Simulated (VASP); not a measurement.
# SiO2 from a squeezed to a stretched cell

How does SiO2 change with the volume? The starting structure is a measured crystal structure from the Crystallography Open Database. All runs use LDA. The equilibrium cell comes from relaxations that aren't shown. At each volume, shape and positions are relaxed as far as symmetry leaves them free.

Method: Kohn-Sham DFT with plane waves and PAW; LDA, in VASP 6.6.1.

### 1. The structure

Symmetry: P3_121, No. 152, trigonal system. The conventional cell has a = 4.902 Å, b = 4.902 Å, c = 5.399 Å, α = 90.00°, β = 90.00°, γ = 120.00°. Nearest to Si lie 4 O at 1.61 to 1.62 Å. Nearest to O lie 2 Si at 1.61 to 1.62 Å. Farther neighbours and most contacts between anions are not listed.

Coordinates:

```cif
data_structure
_symmetry_space_group_name_H-M 'P 1'
_symmetry_Int_Tables_number 1
_cell_length_a 4.9019
_cell_length_b 4.9019
_cell_length_c 5.3988
_cell_angle_alpha 90.000
_cell_angle_beta 90.000
_cell_angle_gamma 120.000
_cell_volume 112.35
loop_
_atom_site_label
_atom_site_type_symbol
_atom_site_fract_x
_atom_site_fract_y
_atom_site_fract_z
_atom_site_occupancy
Si1 Si 0.46730 0.00000 0.33333 1
Si2 Si 0.00000 0.46730 0.66667 1
Si3 Si 0.53270 0.53270 0.00000 1
O4 O 0.41300 0.27110 0.21720 1
O5 O 0.72890 0.14190 0.55053 1
O6 O 0.85810 0.58700 0.88387 1
O7 O 0.27110 0.41300 0.78280 1
O8 O 0.14190 0.72890 0.44947 1
O9 O 0.58700 0.85810 0.11613 1
```

### 2. Relaxation at the equilibrium volume

INCAR reads:

```
SYSTEM = SiO2
PREC = Accurate
ENCUT = 560
EDIFF = 1E-07
NELM = 100
ISMEAR = 0
SIGMA = 0.03
LREAL = .FALSE.
ALGO = Normal
GGA = CA
NBANDS = 33
LORBIT = 11
LWAVE = .FALSE.
LCHARG = .FALSE.
KPAR = 16
IBRION = 2
NSW = 50
ISIF = 4
EDIFFG = -0.003
```

POSCAR reads:

```
SiO2
1.0
    4.8658086796      0.0000000000      0.0000000000
   -2.4329043397      4.2139139296      0.0000000000
    0.0000000000      0.0000000000      5.3683110596
Si O
3 6
Direct
    0.4639631929      0.0000000000      0.3333333300
    0.0000000000      0.4639631929      0.6666666700
    0.5360368071      0.5360368071      0.0000000000
    0.4111530174      0.2771474272      0.2217195301
    0.7228525728      0.1340055903      0.5550528601
    0.8659944097      0.5888469826      0.8883862001
    0.2771474272      0.4111530174      0.7782804699
    0.1340055903      0.7228525728      0.4449471399
    0.5888469826      0.8659944097      0.1116137999
```

KPOINTS reads:

```
Automatic mesh
0
Gamma
6 6 4
0 0 0
```

The projector-augmented-wave data sets are Si and O (LDA family, release 64).

Started as:

```sh
> mpirun -np 16 vasp_std
```

Output:

```text
[banner, memory and clock lines left out]
running   16 mpi-ranks, on    1 nodes
 distrk:  each k-point on    1 cores,   16 groups
 distr:  one band on    1 cores,    1 groups

 POSCAR found type information on POSCAR SiO
 POSCAR found :  2 types and       9 ions
|                                                                             |
|           W    W    AA    RRRRR   N    N  II  N    N   GGGG   !!!           |
|           W    W   A  A   R    R  NN   N  II  NN   N  G    G  !!!           |
|           W    W  A    A  R    R  N N  N  II  N N  N  G       !!!           |
|           W WW W  AAAAAA  RRRRR   N  N N  II  N  N N  G  GGG   !            |
|           WW  WW  A    A  R   R   N   NN  II  N   NN  G    G                |
|           W    W  A    A  R    R  N    N  II  N    N   GGGG   !!!           |
|                                                                             |
|     For optimal performance we recommend to set                             |
|       NCORE = 2 up to number-of-cores-per-socket                            |
|     NCORE specifies how many cores store one orbital (NPAR=cpu/NCORE).      |
|     This setting can greatly improve the performance of VASP for DFT.       |
|     The default, NCORE=1 might be grossly inefficient on modern             |
|     multi-core architectures or massively parallel machines. Do your        |
|     Unfortunately you need to use the default for GW and RPA                |
|     calculations (for HF NCORE is supported but not extensively tested      |
|     yet).                                                                   |
|                                                                             |

 LDA part: xc-table for (Slater(with rela. corr.)+CA(PZ))
 , standard interpolation
 POSCAR, INCAR and KPOINTS ok, starting setup
 FFT: planning ... GRIDC
 FFT: planning ... GRID_SOFT
 FFT: planning ... GRID
 WAVECAR not read
 entering main loop
       N       E                     dE             d eps       ncg     rms          rms(c)
DAV:   1     0.275765966966E+03    0.27577E+03   -0.26558E+04  1584   0.143E+03
DAV:   2    -0.694527659514E+02   -0.34522E+03   -0.33474E+03  2094   0.313E+02
DAV:   3    -0.875271267823E+02   -0.18074E+02   -0.17999E+02  2016   0.757E+01
DAV:   4    -0.877241670795E+02   -0.19704E+00   -0.19688E+00  1992   0.895E+00
DAV:   5    -0.877270917737E+02   -0.29247E-02   -0.29239E-02  2000   0.107E+00    0.259E+01
DAV:   6    -0.781645126037E+02    0.95626E+01   -0.36621E+01  1833   0.323E+01    0.129E+01
DAV:   7    -0.780153836097E+02    0.14913E+00   -0.97676E-01  1968   0.499E+00    0.454E+00
DAV:   8    -0.779310247921E+02    0.84359E-01   -0.52863E-02  1944   0.167E+00    0.166E+00
DAV:   9    -0.779178876330E+02    0.13137E-01   -0.16681E-02  1984   0.940E-01    0.267E-01
DAV:  10    -0.779182342523E+02   -0.34662E-03   -0.19266E-03  1928   0.249E-01    0.936E-02
DAV:  11    -0.779181647351E+02    0.69517E-04   -0.53093E-04  1984   0.136E-01    0.217E-02
DAV:  12    -0.779181642643E+02    0.47079E-06   -0.12817E-05  1936   0.217E-02    0.647E-03
DAV:  13    -0.779181643419E+02   -0.77594E-07   -0.21298E-06  2016   0.817E-03    0.170E-03
DAV:  14    -0.779181643884E+02   -0.46474E-07   -0.56512E-08  1360   0.154E-03
   1 F= -.77918164E+02 E0= -.77918164E+02  d E =-.779182E+02
 curvature:   0.00 expect dE= 0.000E+00 dE for cont linesearch  0.000E+00
 trial: gam= 0.00000 g(F)=  0.196E-05 g(S)=  0.273E-07 ort = 0.000E+00 (trialstep = 0.100E+01)
 search vector abs. value=  0.199E-05
 reached required accuracy - stopping structural energy minimisation
```

The job ended after 10 s (16 MPI ranks of Intel Xeon 6975P-C (Granite Rapids), shared host; peak memory 4 GiB).

Lines that name or quote the potential files are left out of all logs, and their timing lines are given in words.

From OUTCAR (step 2):

```text
ion  position               nearest neighbor table
   1  0.464  0.000  0.333-   4 1.61   8 1.61   5 1.61   9 1.61   3 3.04   3 3.04   2 3.04   2 3.04

  LATTYP: Found a hexagonal cell.
 ALAT       =     4.8658086796
 C/A-ratio  =     1.1032721204

 Subroutine GETGRP returns: Found  6 space group operations
 (whereof  2 operations were pure point group operations)

The static configuration has the point symmetry C_2 .
 The point group associated with its full space group is D_3 .

 Found     24 irreducible k-points:

   k-points           NKPTS =     24   k-points in BZ     NKDIM =     24   number of bands    NBANDS=     33

   dimension x,y,z NGX =    40 NGY =   40 NGZ =   42
   dimension x,y,z NGXF=    80 NGYF=   80 NGZF=   84

   ENCUT  =  560.0 eV  41.16 Ry    6.42 a.u.   9.39  9.39 10.36*2*pi/ulx,y,z

   NELECT =      48.0000    total number of electrons

 k-points in reciprocal lattice and weights: Automatic mesh
   0.00000000  0.00000000  0.00000000       0.007
   0.16666667  0.00000000  0.00000000       0.042
   0.33333333  0.00000000  0.00000000       0.042
   0.50000000  0.00000000  0.00000000       0.021
   0.16666667  0.16666667  0.00000000       0.042
   0.33333333  0.16666667  0.00000000       0.083
   0.33333333  0.33333333  0.00000000       0.014
   0.00000000  0.00000000  0.25000000       0.014
   0.16666667  0.00000000  0.25000000       0.042
[...]
0.33333333  0.16666667  0.50000000       0.083
   0.33333333  0.33333333  0.50000000       0.014

 average (electrostatic) potential at core
       1 -87.8716       2 -87.8716       3 -87.8716       4 -73.2817       5 -73.2817
       6 -73.2817       7 -73.2817       8 -73.2817       9 -73.2817

 E-fermi :   1.2294

 k-point     1 :       0.0000    0.0000    0.0000
  band No.  band energies     occupation
    ...
     20       0.0279      2.00000
     21       0.0279      2.00000
     22       0.2151      2.00000
     23       0.7835      2.00000
     24       0.7835      2.00000
     25       6.8914      0.00000
     26      10.0982      0.00000
     27      10.0982      0.00000
     28      10.7698      0.00000
     29      10.7698      0.00000
    ...

 k-point     2 :       0.1667    0.0000    0.0000
  band No.  band energies     occupation
    ...
     20      -0.0346      2.00000
     21       0.0456      2.00000
     22       0.1702      2.00000
     23       0.8218      2.00000
     24       0.8608      2.00000
     25       7.3309      0.00000
     26      10.1441      0.00000
     27      10.1894      0.00000
     28      10.6958      0.00000
     29      10.8699      0.00000
    ...

 k-point     3 :       0.3333    0.0000    0.0000
  band No.  band energies     occupation
    ...
     20      -0.0509      2.00000
     21       0.0364      2.00000
     22       0.2587      2.00000
     23       0.8276      2.00000
     24       0.9790      2.00000
     25       8.3574      0.00000
     26      10.2444      0.00000
     27      10.2577      0.00000
     28      10.7418      0.00000
     29      11.1901      0.00000
    ...

  Total        0.0019489      0.0019489     -0.0008148      0.0000000      0.0000000     -0.0000000
  in kB        0.0283681      0.0283681     -0.0118597      0.0000000      0.0000000     -0.0000000
  external PRESSURE =       0.0149588 kB  Pullay stress =       0.0000000 kB

  energy-cutoff  :      560.00
  volume of cell :      110.07
      direct lattice vectors                 reciprocal lattice vectors
     4.865808680  0.000000000  0.000000000     0.205515684  0.118654536  0.000000000
    -2.432904340  4.213913930  0.000000000     0.000000000  0.237309071  0.000000000
     0.000000000  0.000000000  5.368311060     0.000000000  0.000000000  0.186278326

 POSITION                                       TOTAL-FORCE (eV/Angst)
 -----------------------------------------------------------------------------------
      2.25756      0.00000      1.78944         0.001721      0.000000      0.000000
     -1.12878      1.95510      3.57887        -0.000860      0.001490     -0.000000
      1.30413      2.25881      0.00000        -0.000860     -0.001490      0.000000
      1.32632      1.16788      1.19026         0.002180     -0.000442     -0.000594
      3.19124      0.56469      2.97970        -0.000708      0.002109     -0.000594
      2.78115      2.48135      4.76913        -0.001473     -0.001667     -0.000594
      0.34825      1.73256      4.17805        -0.001473      0.001667      0.000594
     -1.10659      3.04604      2.38861         0.002180      0.000442      0.000594
      0.75834      3.64923      0.59918        -0.000708     -0.002109      0.000594
 -----------------------------------------------------------------------------------
    total drift:                                0.000026     -0.000013      0.000000

  FREE ENERGIE OF THE ION-ELECTRON SYSTEM (eV)
  ---------------------------------------------------
  free  energy   TOTEN  =       -77.9181643884 eV

  energy  without entropy=      -77.9181643884  energy(sigma->0) =      -77.91816439

 reached required accuracy - stopping structural energy minimisation

 total charge
# of ion       s       p       d       tot
------------------------------------------
    1        0.656   1.027   0.000   1.683
    2        0.656   1.027   0.000   1.683
    3        0.656   1.027   0.000   1.683
    4        1.539   3.685   0.000   5.223
    5        1.539   3.685   0.000   5.223
    6        1.539   3.685   0.000   5.223
    7        1.539   3.685   0.000   5.223
    8        1.539   3.685   0.000   5.223
    9        1.539   3.685   0.000   5.223
--------------------------------------------------
tot         11.200  25.189   0.000  36.389

[... 3 further parts left out ...]
```

The run keeps the 6 symmetry operations of its start, so it cannot find a distortion of lower symmetry.

The equilibrium volume: 12.230 Å³ an atom and a pressure of 0.00 GPa, and 5.818 eV of gap on the mesh. Further runs on this cell, not shown, give the modes E (8) 1147.7, A1 (4) 1085.1, E (1) 128.5 cm⁻¹.

### 3. Relaxation at 0.96 of the equilibrium volume

INCAR is that of step 2.

POSCAR: that of step 2 with these lines changed.

```diff
@@ -2,5 +2,5 @@
 1.0
-    4.8658086796      0.0000000000      0.0000000000
-   -2.4329043397      4.2139139296      0.0000000000
-    0.0000000000      0.0000000000      5.3683110596
+    4.8000464468      0.0000000000      0.0000000000
+   -2.4000232233      4.1569621653      0.0000000000
+    0.0000000000      0.0000000000      5.2957574216
 Si O
```

KPOINTS is that of step 2.

Started as:

```sh
> mpirun -np 16 vasp_std
```

Output:

```text
[banner, memory and clock lines left out]
running   16 mpi-ranks, on    1 nodes
[...]
[... a notice as in an earlier step ...]

 LDA part: xc-table for (Slater(with rela. corr.)+CA(PZ))
 , standard interpolation
 POSCAR, INCAR and KPOINTS ok, starting setup
[...]
entering main loop
       N       E                     dE             d eps       ncg     rms          rms(c)
DAV:   1     0.274240097378E+03    0.27424E+03   -0.26709E+04  1584   0.144E+03
DAV:   2    -0.705445593287E+02   -0.34478E+03   -0.33250E+03  2010   0.318E+02
DAV:   3    -0.877959173638E+02   -0.17251E+02   -0.17187E+02  1992   0.749E+01
DAV:   4    -0.879779598867E+02   -0.18204E+00   -0.18185E+00  1991   0.866E+00
[...]
DAV:  12    -0.777895214312E+02    0.68709E-07   -0.95731E-06  1920   0.185E-02    0.863E-03
DAV:  13    -0.777895216270E+02   -0.19583E-06   -0.16326E-06  2008   0.741E-03    0.219E-03
DAV:  14    -0.777895216500E+02   -0.22919E-07   -0.69517E-08  1360   0.171E-03
   1 F= -.77789522E+02 E0= -.77789522E+02  d E =-.777895E+02
[... from here on, the cycles between the ionic steps are left out ...]
   2 F= -.77847450E+02 E0= -.77847450E+02  d E =-.579279E-01
   3 F= -.77863448E+02 E0= -.77863448E+02  d E =-.739259E-01
   5 F= -.77880532E+02 E0= -.77880532E+02  d E =-.170843E-01
   7 F= -.77885759E+02 E0= -.77885759E+02  d E =-.522760E-02
   9 F= -.77885885E+02 E0= -.77885885E+02  d E =-.126352E-03
  11 F= -.77886597E+02 E0= -.77886597E+02  d E =-.838235E-03
  13 F= -.77886669E+02 E0= -.77886669E+02  d E =-.910025E-03
  15 F= -.77886704E+02 E0= -.77886704E+02  d E =-.355844E-04
  17 F= -.77886752E+02 E0= -.77886752E+02  d E =-.471950E-04
  19 F= -.77886757E+02 E0= -.77886757E+02  d E =-.530051E-04
  21 F= -.77886766E+02 E0= -.77886766E+02  d E =-.834835E-05
  23 F= -.77886769E+02 E0= -.77886769E+02  d E =-.114197E-04
  24 F= -.77886769E+02 E0= -.77886769E+02  d E =0.185057E-06
  25 F= -.77886769E+02 E0= -.77886769E+02  d E =-.535560E-06
[...]
reached required accuracy - stopping structural energy minimisation
```

The job ended after 1.7 min (16 MPI ranks; peak memory 4.8 GiB; 26 min of CPU time).

Parts of OUTCAR (step 3):

```text
  Total        1.0770053      1.0770054      1.0787828      0.0000000      0.0000000      0.0000000
  in kB       16.3297241     16.3297242     16.3566743      0.0000000      0.0000000      0.0000000
  external PRESSURE =      16.3387075 kB  Pullay stress =       0.0000000 kB

 POSITION                                       TOTAL-FORCE (eV/Angst)
 -----------------------------------------------------------------------------------
      2.19437      0.00000      1.77091        -0.000104     -0.000000      0.000000
     -1.09719      1.90038      3.54182         0.000052     -0.000090      0.000000
      1.29900      2.24993      0.00000         0.000052      0.000090      0.000000
      1.26601      1.19009      1.21729         0.000056      0.000090     -0.000915
      3.12872      0.50135      2.98820        -0.000106      0.000004     -0.000915
      2.79383      2.45887      4.75911         0.000050     -0.000094     -0.000915
      0.39764      1.69144      4.09544         0.000050      0.000094      0.000915
     -1.13018      2.96023      2.32453         0.000056     -0.000090      0.000915
      0.73253      3.64896      0.55362        -0.000106     -0.000004      0.000915
 -----------------------------------------------------------------------------------
    total drift:                                0.000025     -0.000012      0.000000

  FREE ENERGIE OF THE ION-ELECTRON SYSTEM (eV)
  ---------------------------------------------------
  free  energy   TOTEN  =       -77.8867693483 eV

  energy  without entropy=      -77.8867693483  energy(sigma->0) =      -77.88676935

[... 2 parts as in an earlier step ...]

[... 2 further parts left out ...]
[key lines of the parts left out:]
E-fermi :   1.6255
```

Logs of long relaxations may skip ionic steps without a mark.

0.96 of the equilibrium volume: 11.741 Å³ an atom and a pressure of 1.63 GPa, and 5.955 eV of gap on the mesh. Its modes couldn't be matched to those of the other runs.

### 4. Relaxation at 1.04 of the equilibrium volume

INCAR is that of step 3.

POSCAR: that of step 3 with these lines changed.

```diff
@@ -2,5 +2,5 @@
 1.0
-    4.8000464468      0.0000000000      0.0000000000
-   -2.4000232233      4.1569621653      0.0000000000
-    0.0000000000      0.0000000000      5.2957574216
+    4.9298398209      0.0000000000      0.0000000000
+   -2.4649199104      4.2693665247      0.0000000000
+    0.0000000000      0.0000000000      5.4389548327
 Si O
```

KPOINTS is that of step 3.

Started as:

```sh
> mpirun -np 16 vasp_std
```

Output:

```text
[... set-up lines as in an earlier step ...]
 entering main loop
       N       E                     dE             d eps       ncg     rms          rms(c)
DAV:   1     0.277849563997E+03    0.27785E+03   -0.26343E+04  1584   0.143E+03
DAV:   2    -0.685170192855E+02   -0.34637E+03   -0.33525E+03  2025   0.312E+02
DAV:   3    -0.871076149816E+02   -0.18591E+02   -0.18512E+02  1983   0.766E+01
DAV:   4    -0.873193668370E+02   -0.21175E+00   -0.21152E+00  1976   0.919E+00
[...]
DAV:  12    -0.778230677532E+02    0.42655E-06   -0.14535E-05  1944   0.230E-02    0.513E-03
DAV:  13    -0.778230678521E+02   -0.98874E-07   -0.27209E-06  2000   0.895E-03    0.181E-03
DAV:  14    -0.778230679077E+02   -0.55555E-07   -0.12567E-07  1368   0.223E-03
   1 F= -.77823068E+02 E0= -.77823068E+02  d E =-.778231E+02
[... from here on, the cycles between the ionic steps are left out ...]
   2 F= -.77867651E+02 E0= -.77867651E+02  d E =-.445833E-01
   3 F= -.77885827E+02 E0= -.77885827E+02  d E =-.627587E-01
   4 F= -.77895062E+02 E0= -.77895062E+02  d E =-.923506E-02
   5 F= -.77898250E+02 E0= -.77898250E+02  d E =-.124239E-01
   6 F= -.77900850E+02 E0= -.77900850E+02  d E =-.259937E-02
   7 F= -.77906390E+02 E0= -.77906390E+02  d E =-.813994E-02
   8 F= -.77907210E+02 E0= -.77907210E+02  d E =-.895948E-02
   9 F= -.77908531E+02 E0= -.77908531E+02  d E =-.102803E-01
  10 F= -.77908828E+02 E0= -.77908828E+02  d E =-.297216E-03
  11 F= -.77909620E+02 E0= -.77909620E+02  d E =-.108913E-02
  12 F= -.77910738E+02 E0= -.77910738E+02  d E =-.220684E-02
  13 F= -.77911143E+02 E0= -.77911143E+02  d E =-.261260E-02
  14 F= -.77911278E+02 E0= -.77911278E+02  d E =-.274729E-02
  15 F= -.77911323E+02 E0= -.77911323E+02  d E =-.452631E-04
  16 F= -.77911384E+02 E0= -.77911384E+02  d E =-.106004E-03
  17 F= -.77911403E+02 E0= -.77911403E+02  d E =-.192693E-04
  18 F= -.77911422E+02 E0= -.77911422E+02  d E =-.379764E-04
[...]
reached required accuracy - stopping structural energy minimisation
```

Elapsed: 93 s, on 16 MPI ranks; peak memory 4.7 GiB; 23 min of CPU time.

OUTCAR, selected parts (step 4):

```text
  Total       -0.8187534     -0.8187534     -0.8082201     -0.0000000      0.0000000      0.0000000
  in kB      -11.4591398    -11.4591398    -11.3117164     -0.0000000      0.0000000      0.0000000
  external PRESSURE =     -11.4099987 kB  Pullay stress =       0.0000000 kB

 POSITION                                       TOTAL-FORCE (eV/Angst)
 -----------------------------------------------------------------------------------
      2.32356     -0.00000      1.80859        -0.000497      0.000000     -0.000000
     -1.16178      2.01226      3.61718         0.000248     -0.000430     -0.000000
      1.30613      2.26229      0.00000         0.000248      0.000430     -0.000000
      1.38887      1.13620      1.15379        -0.001080     -0.001799      0.000758
      3.25742      0.63470      2.96238         0.002098     -0.000036      0.000758
      2.75746      2.50366      4.77097        -0.001018      0.001835      0.000758
      0.28954      1.77089      4.27197        -0.001018     -0.001835     -0.000758
     -1.07905      3.13835      2.46339        -0.001080      0.001799     -0.000758
      0.78950      3.63986      0.65480         0.002098      0.000036     -0.000758
 -----------------------------------------------------------------------------------
    total drift:                                0.000028     -0.000012      0.000001

  FREE ENERGIE OF THE ION-ELECTRON SYSTEM (eV)
  ---------------------------------------------------
  free  energy   TOTEN  =       -77.9114220276 eV

  energy  without entropy=      -77.9114220276  energy(sigma->0) =      -77.91142203

[... 2 parts as in an earlier step ...]

[... 2 further parts left out ...]
[key lines of the parts left out:]
E-fermi :   0.9619
```

1.04 of the equilibrium volume: 12.719 Å³ an atom and a pressure of -1.14 GPa, and 5.696 eV of gap on the mesh. Further runs on this cell, not shown, give the modes E (8) 1156.2, A1 (4) 1087.5, E (1) 120.6 cm⁻¹.

(Continued in part 2 of 3.)

[Lines on the potential files, build, host, timing and source positions are cut from VASP's logs without a mark.]

[Logs are printed without paths, hosts, clocks, repeated set-up lines and the standing remarks that a program may print on its own settings, such as how far it seeks lower states.]

[Hosts, paths, dates, database ids (printed as entryN), source tags and the programs' standing remarks are cut or masked in the printed files.]
